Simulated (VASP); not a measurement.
The system is CsSnI3.

```xyz
5
Lattice="6.2057 0.0000 0.0000 0.0000 6.2057 0.0000 0.0000 0.0000 6.2057" Properties=species:S:1:pos:R:3 pbc="T T T"
Cs    0.0000    0.0000    0.0000
I     3.1029    3.1029    0.0000
I     3.1029    0.0000    3.1029
I     0.0000    3.1029    3.1029
Sn    3.1029    3.1029    3.1029
```

* Program: VASP 6.6.1
* Task: relaxation of cell and atoms
* Functional: RPBE
* Dispersion: D3
* Potentials or basis: VASP PAW PBE potentials, release 64 (Cs_sv, I, Sn_d)
* Cutoff: 600 eV
* k mesh: 4 × 4 × 4
* Occupations: fermi-dirac, width 0.05 eV
* Spin: no spin polarisation

At the start: pressure 0.7 GPa; volume 47.80 Å³/atom.

Question: Where does the relaxation end?

Answer: Over 3 steps the energy falls by 3.6 meV/atom and the volume is 49.53 Å³/atom (+3.6 %); space group Pm-3m (No. 221, to 0.05 Å).

The path:
```csv
step,energy change (eV),largest force (eV/Å),pressure (GPa),volume (Å³)
1,0.0000,0.0000,0.69,238.99
2,-0.0173,0.0000,0.11,246.13
3,-0.0178,0.0000,-0.01,247.66
```

Final structure:
```
Cs I Sn
1.0
     6.27987    0.00000    0.00000
     0.00000    6.27987    0.00000
     0.00000    0.00000    6.27987
Cs I Sn
1 3 1
Direct
  0.00000 0.00000 0.00000
  0.50000 0.50000 0.00000
  0.50000 0.00000 0.50000
  0.00000 0.50000 0.50000
  0.50000 0.50000 0.50000
```

Caveat: the PAW data sets were made with another functional, which shifts forces and pressure a little.
